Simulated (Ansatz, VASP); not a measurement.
One calculation of Cu, two programs

```
Cu
1.0
     0.00000    1.78307    1.78307
     1.78307    0.00000    1.78307
     1.78307    1.78307    0.00000
Cu
1
Direct
  0.00000 0.00000 0.00000
```

Change from the starting cell: volume scaled by 0.96.

Alike in both runs: task single point; functional PBEsol; k mesh 13 × 13 × 13; occupations fermi-dirac, width 0.05 eV; no spin polarisation.

```csv
,VASP,Ansatz
version,VASP 6.6.1,Ansatz 0.2.0
potentials or method,"VASP PAW PBE potentials, release 64 (Cu)",Ansatz PAW
plane-wave cutoff (eV),520,420
valence electrons in the cell,11,19
```

|  | VASP | Ansatz | Ansatz less VASP |
| --- | --- | --- | --- |
| gap on the k mesh at the Fermi level (eV) | none | none | - |
| pressure (GPa) | 0.2 | -0.4 | -0.68 |

A gap of «none» marks a metal or a gap that the smearing closes. The two sets of potentials don't hold the same shells in valence.

Caveats: the PAW data sets were made with another functional, which shifts forces and pressure a little (VASP); the PAW data sets come from PBE, with cores solved anew for the run's functional, which leaves a small shift of forces and pressure (Ansatz).
